## Why the densest tin dioxide has the narrowest gap

Push the atoms of a solid closer together and their orbitals overlap more. The bands broaden, which can leave less energy between the filled and the empty ones. By this reasoning the most tightly packed form of an insulator should have the narrowest gap. Tin dioxide seems to agree: of the five crystal structures below, computed with a hybrid functional, ideal fluorite has both the smallest volume per atom and by far the smallest gap, while anatase has the largest of both.

SnO2 in five structure types, named after the starting cells, computed with Ansatz 0.2.0 using HSE06, plane waves and PAW (cutoff 420 eV, fixed occupations, no spin polarisation) on cells relaxed with r2SCAN. Energies leave out vibrations. Gaps are the smallest found over the k mesh and selected further k points.

```
          structure  space group of the cell as it ended  space group  neighbours of Sn  volume per atom (Å³)  shortest bond (Å)  k mesh  energy above lowest (meV/atom)  band gap (eV)  least direct gap (eV)
        rutile host                       P4_2/mnm (136)     P4_2/mnm                 6                 12.09              2.059   4×4×4                               0          2.841                  2.841
    monoclinic host                            Pbcn (60)         Pbcn                 6                 11.86              2.035   4×4×4                              18          3.133                  3.133
       anatase host                       I4_1/amd (141)     I4_1/amd                 6                 13.60              2.055   6×6×6                              65          3.391                  3.866
    tetragonal host                       P4_2/nmc (137)     P4_2/nmc                 4                 11.40              2.019   4×4×4                             189          2.615                  2.807
cubic fluorite host                          Fm-3m (225)        Fm-3m                 8                 10.84              2.194   6×6×6                             305          1.684                  3.172
```

The band gap runs from the highest filled level to the lowest empty one, wherever in the Brillouin zone these lie. The least direct gap joins a filled and an empty level at the same wave vector. In all five crystals the lowest empty level and the least direct gap lie at $\Gamma$, the point where the electron wave repeats with the same phase from one cell to the next.

Two entries must be read with care. The row called monoclinic ended as an orthorhombic crystal of space group Pbcn. Its run also carries a warning that the structure was snapped to exact symmetry; how far the atoms moved isn't given here, so small differences involving this row deserve some caution. The tetragonal row is a distorted fluorite: its four listed neighbours are only the near ones, at 2.02 Å, and four more follow at 2.49 Å.

### Density as the cause

Over the five rows the correlation between gap and volume per atom is 0.85, which looks persuasive. The first doubt comes from two crystals in which tin has six oxygen neighbours. Pbcn is about 2% denser than rutile, so its gap should be slightly narrower. It is wider by 0.29 eV.

A sharper test is to ask whether the other structures foretell fluorite. A straight line put through the four other rows by least squares gives the gap $E_g$ in eV from the volume per atom $V$ in Å³:

$$E_g \approx -0.729 + 0.3043\,V .$$

For fluorite, which had no part in the fit, $V = 10.84$ and the line gives $-0.729 + 0.3043\times 10.84 = 2.57$ eV. The calculated gap is 1.68 eV, so the estimate is 0.89 eV too high.

That miss is large even for so rough a rule. When each of the four fitted rows is left out in turn and predicted from the other three, the typical error is 0.27 eV. Four points can't fix a slope well, and some influence of density may be real. But the drop at fluorite is much steeper than the trend among the other structures, and most of it needs another cause.

### Long bonds as the cause

A chemist may prefer to look at the bonds. The lowest empty band of tin dioxide is built mainly from Sn 5s orbitals, pushed up in energy by their antibonding contact with oxygen. In fluorite each tin atom has eight oxygen neighbours at 2.19 Å, the longest entry in the column of shortest bonds. Longer bonds should mean a weaker push, a lower empty band and a narrower gap.

The tetragonal row speaks against this. The mean of its eight bonds is 2.26 Å, longer than in fluorite, yet its gap is wider by 0.93 eV. Its short entry in the bond column hides the four long bonds. The mean is a crude measure, though: overlap falls off steeply with distance, so the short bonds count for more than the long ones. The comparison weakens the idea without refuting it. The three crystals with six neighbours can't decide the matter either: their shortest bonds differ by less than 0.03 Å, while their gaps differ by up to 0.55 eV.

### Where fluorite loses its gap

Both explanations treat the gap as a single quantity. It helps to split it. Let $E_\Gamma$ be the gap at $\Gamma$, which here is the least direct gap, and let $\Delta$ be the height of the highest filled level above the highest filled level at $\Gamma$. Because the lowest empty level lies at $\Gamma$ in every row,

$$E_g = E_\Gamma - \Delta .$$

This is exact bookkeeping and explains nothing by itself, but it shows where to look. In rutile the valence top lies at $\Gamma$, so $\Delta$ is zero and both gaps are 2.84 eV. In fluorite $E_\Gamma$ is 3.17 eV, wider than in rutile. The small gap arises because the filled band climbs by $\Delta = 3.17 - 1.68 = 1.49$ eV on its way from $\Gamma$ to the edge of the zone.

The question has therefore changed. Instead of asking what pulls the empty band of fluorite down, we ask what lets its filled band rise so far away from $\Gamma$. The split doesn't exclude that the empty band also lies lower on an absolute scale, since the levels of different crystals have no common zero. It does show that, measured from the highest filled level at $\Gamma$, the empty band is no closer in fluorite than in rutile. Even this comparison has a limit: the repeating cell of rutile holds four oxygen atoms and that of fluorite only two, so more kinds of wave are counted at $\Gamma$ in rutile.

### How oxygen waves reach the top

The upper filled bands of tin dioxide consist mainly of O 2p orbitals. In fluorite the oxygen atoms form a simple cubic lattice, and each has six oxygen neighbours at 2.53 Å. Consider p orbitals that all point along $x$. Neighbours along $x$ meet head-on, while neighbours along $y$ and $z$ lie side by side.

The signs of the wave decide what these contacts do. If two neighbouring p orbitals carry the same sign, the head-on contact is antibonding, because a positive lobe faces a negative one. The sideways contact is then bonding, because like lobes lie next to each other. Reversing the sign from one atom to the next swaps the two effects. The highest energy therefore belongs to a wave that keeps its sign along $x$ and reverses it along $y$ and $z$.

Such a wave can't exist at $\Gamma$. The primitive cell of fluorite holds two oxygen atoms, and every oxygen atom of one kind is surrounded by six of the other. At $\Gamma$ the sign must therefore be the same towards all six neighbours, or reversed towards all six. With $s$ and $t$ as the positive strengths of the head-on and sideways couplings, and $E_0$ as the energy without them, the levels are

$$E_\Gamma^{\text{same}} = E_0 + 2s - 4t,\qquad E_\Gamma^{\text{reversed}} = E_0 - 2s + 4t,$$

$$E_X = E_0 + 2s + 4t .$$

(The first two are levels, not gaps.) The third belongs to X, a point on the zone boundary where all six contacts can be antibonding at once. It lies above the first level by $8t$ and above the second by $4s$, so in this picture, which leaves out the tin atoms, the valence top has to leave $\Gamma$ whatever the balance between the two couplings.

This argument gives the direction of the effect but not its details. Of the points sampled, the calculation puts the highest filled level of fluorite at W, another point on the zone boundary, where the oxygen lattice alone would place it somewhat below X. Something beyond contacts between nearest oxygen atoms must settle the order of these two points. Coupling to tin orbitals is a likely candidate, but this is a guess, as the levels were not resolved into atomic parts.

### Moving the oxygen atoms

If the regular oxygen lattice is to blame, disturbing it should reopen the gap. The tetragonal row comes close to that experiment. Starting from fluorite, neighbouring columns of oxygen atoms slide in opposite directions by about 0.39 Å. Four of the six oxygen contacts lengthen to 2.63 Å and the other two to 2.71 Å.

The gap then recovers from 1.68 to 2.62 eV. The direction agrees with the argument: longer contacts weaken the antibonding interaction that raised the valence top. But the contacts lengthen by only 4 to 7%, so they need not account for the whole gain, and they aren't the only thing that changes. The volume per atom also grows by 0.56 Å³, for which the slope of the earlier line would allow $0.30\times 0.56 \approx 0.17$ eV, a small share of the gain. The tin–oxygen bonds change as well, and their share can't be separated here.

It would be wrong to compare $\Delta$ in the two crystals as if it measured the oxygen coupling directly. The tetragonal cell holds twice as many atoms, so some waves that belong to the zone boundary of fluorite are counted at $\Gamma$ in the tetragonal crystal. Part of the climb then vanishes from $\Delta$ by relabelling alone. The band gap itself doesn't depend on the choice of cell, and so its recovery is the safer evidence.

Anatase guards against an oversimplified reading. Its shortest oxygen–oxygen contacts are 2.56 Å, only about 1% longer than those in fluorite, yet anatase has the widest gap of all. But each of its oxygen atoms has only two such contacts, not six. A short contact alone is therefore no sign of a narrow gap; in fluorite, short contacts run along all three axes, and one wave can be antibonding across every one of them.

### Using the result

The numbers settle part of the dispute. Density follows the gap in outline but fails badly at fluorite, and the mean bond length points the wrong way when fluorite is set beside its distorted relative. The split of the gap traces the small value in fluorite to a valence top far from $\Gamma$, though it can't rule out that a lower empty band contributes as well. That oxygen–oxygen contacts put it there is argued from the symmetry of the waves and supported by the tetragonal row, though not isolated from the other changes in that row.

For a neighbouring case, such as a crystal whose oxygen atoms have moved only half as far from their fluorite positions, the same reasoning suggests a gap between those of the two end members. The first thing to examine is how many short oxygen contacts each atom has and whether one wave can be antibonding across them all. Near fluorite, density is only a secondary guide. What sets the gaps of the three crystals with six neighbours apart is left open here.

The distinction between the two gaps also matters for the absorption of light. In a perfect fluorite crystal, absorption between 1.68 and 3.17 eV would need help from lattice vibrations and would be weak, so a thin layer need not look dark despite the narrow gap. These energies shouldn't be used as design values, because the calculated gap of rutile is already well below the measured one, roughly 3.6 eV. Moreover, ideal fluorite lies 116 meV per atom above its tetragonal relative, so the oxygen atoms have an energetic reason to leave the very positions that make the gap small. Fluorite kept its form here because each cell was relaxed within its own symmetry, which doesn't show that such a crystal would be stable.
